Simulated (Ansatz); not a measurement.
# TaSi2: the cost of one run

Computed with Ansatz 0.2.0 (DFT PBE, scalar-relativistic, plane waves, PAW, unless a step's input says otherwise).

### 1 The starting structure

It takes space group P6_422 (No. 181, hexagonal). Conventional cell: a = 4.784 Å, b = 4.784 Å, c = 6.570 Å, α = 90.00°, β = 90.00°, γ = 120.00°. Around Ta (site symmetry 222) lie 10 Si at 2.61 to 2.83 Å. Si (site symmetry 2) is surrounded by 5 Si at 2.56 to 2.83 Å and 5 Ta at 2.61 to 2.83 Å.

Coordinates:

```cif
data_structure
_symmetry_space_group_name_H-M 'P 1'
_symmetry_Int_Tables_number 1
_cell_length_a 4.7839
_cell_length_b 4.7839
_cell_length_c 6.5700
_cell_angle_alpha 90.000
_cell_angle_beta 90.000
_cell_angle_gamma 120.000
_cell_volume 130.21
loop_
_atom_site_label
_atom_site_type_symbol
_atom_site_fract_x
_atom_site_fract_y
_atom_site_fract_z
_atom_site_occupancy
Ta1 Ta 0.50000 0.00000 0.00000 1
Ta2 Ta 0.50000 0.50000 0.66667 1
Ta3 Ta 0.00000 0.50000 0.33333 1
Si1 Si 0.15897 0.31794 0.00000 1
Si2 Si 0.84103 0.15897 0.66667 1
Si3 Si 0.68206 0.84103 0.33333 1
Si4 Si 0.84103 0.68206 0.00000 1
Si5 Si 0.15897 0.84103 0.66667 1
Si6 Si 0.31794 0.15897 0.33333 1
```

The structure comes from the Crystallography Open Database.

### 2 Ground state at the listed geometry

input.yaml

```yaml
crystal:
  lattice:
    - [4.7839, 0.0, 0.0]
    - [-2.39195, 4.1429789292, 0.0]
    - [0.0, 0.0, 6.57]
  atoms:
    - { symbol: Ta, position: [0.5, 0.0, 0.0] }
    - { symbol: Ta, position: [0.5, 0.5, 0.6666666667] }
    - { symbol: Ta, position: [0.0, 0.5, 0.3333333333] }
    - { symbol: Si, position: [0.15897, 0.31794, 0.0] }
    - { symbol: Si, position: [0.84103, 0.15897, 0.6666666667] }
    - { symbol: Si, position: [0.68206, 0.84103, 0.3333333333] }
    - { symbol: Si, position: [0.84103, 0.68206, 0.0] }
    - { symbol: Si, position: [0.15897, 0.84103, 0.6666666667] }
    - { symbol: Si, position: [0.31794, 0.15897, 0.3333333333] }
basis:
  ecutwfc: 500
  fft_grid_basis: typed
kpoints:
  mp_grid: { grid: [9, 9, 6] }
hamiltonian:
  xc: pbe
  pseudopotentials: { kind: paw }
scf:
  occupations: { method: gaussian, width: 0.05 }
output:
  forces: true
  stress: true
  eigenvalues: true
  bader: true
  write_density: true
  volumetric_format: npy
  elf: true
```

On the command line:

```bash
> ansatz run input.yaml --threads 2 --pin off --max-ram 4096MiB --backend cpu --events-out ev --progress --plain --runs-dir out
```

What time and memory should one allow on 2 threads of AMD EPYC 7R43 (Zen 3), shared host?

About 1.8 min, with a peak of 0.59 GiB.
